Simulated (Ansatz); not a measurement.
# Cobalt, simple cubic: HSE06 at the PBE geometry

How do the levels change when part of the exchange is made exact, and what does it cost? Spin polarisation is left out, though the real metal is magnetic, so these are not its levels. The cell comes from an earlier PBE relaxation. Exact exchange is dear, so the k-mesh is coarse, and PBE is run on the same mesh for comparison.

Computed with Ansatz 0.2.0 (DFT, plane waves (420 eV) with PBE-made PAW files, scalar-relativistic; functionals as named at each step, unless a step says otherwise).

### 1 The structure to begin with

Symmetry: Pm-3m, No. 221, cubic system. The conventional cell has a = 2.285 Å, b = 2.285 Å, c = 2.285 Å, α = 90.00°, β = 90.00°, γ = 90.00°. Co (site symmetry m-3m) is surrounded by 6 Co at 2.28 Å.

Coordinates:

```cif
data_structure
_symmetry_space_group_name_H-M 'Pm-3m'
_symmetry_Int_Tables_number 221
_cell_length_a 2.2849
_cell_length_b 2.2849
_cell_length_c 2.2849
_cell_angle_alpha 90.000
_cell_angle_beta 90.000
_cell_angle_gamma 90.000
_cell_volume 11.93
loop_
_atom_site_label
_atom_site_type_symbol
_atom_site_symmetry_multiplicity
_atom_site_Wyckoff_symbol
_atom_site_fract_x
_atom_site_fract_y
_atom_site_fract_z
_atom_site_occupancy
Co1 Co 1 a 0.00000 0.00000 0.00000 1
```

### 2 PBE on the coarse mesh

The run with PBE.

input.yaml

```yaml
crystal:
  lattice:
    - [2.2848713209, 0.0, 0.0]
    - [0.0, 2.2848713209, 0.0]
    - [0.0, 0.0, 2.2848713209]
  atoms:
    - { symbol: Co, position: [0.0, 0.0, 0.0] }
hamiltonian:
  xc: pbe
  pseudopotentials:
    kind: paw
    azcp:
      Co: "pseudopotentials/Co.paw.azcp"
basis:
  ecutwfc: 420
  fft_grid_basis: typed
kpoints:
  mp_grid: { grid: [7, 7, 7], shift: [0, 0, 0] }
magnetization:
  spin_polarized: false
scf:
  occupations: { method: fermi_dirac, width: 0.1 }
```

Launch:

```sh
$ ansatz run input.yaml --threads 4 --pin off --max-ram 8192MiB --backend cpu --events-out ev --progress --plain --runs-dir out
```

### 3 HSE06 on the coarse mesh

The run with HSE06.

Changes to input.yaml since step 2:

```diff
@@ -8,3 +8,3 @@
 hamiltonian:
-  xc: pbe
+  xc: hse06
   pseudopotentials:
```

(Steps that only read results are left out.)

Q: Predict the outcome of this session. Wanted: PBE: gap; HSE06: gap.

The runs gave:

```
                         quantity                         value
                         PBE: gap  none (levels filled in part)
                       HSE06: gap  none (levels filled in part)
HSE06: SCF cycles, exchange loops                         20, 2
 HSE06: CPU time over that of PBE                            22
```

In words: Neither PBE nor HSE06 shows a clean gap on this mesh. HSE06 cost 22 times the CPU time of PBE. HSE06 needed 2 outer loops of the exchange operator. The total energies in the logs cannot be compared from one functional to another.
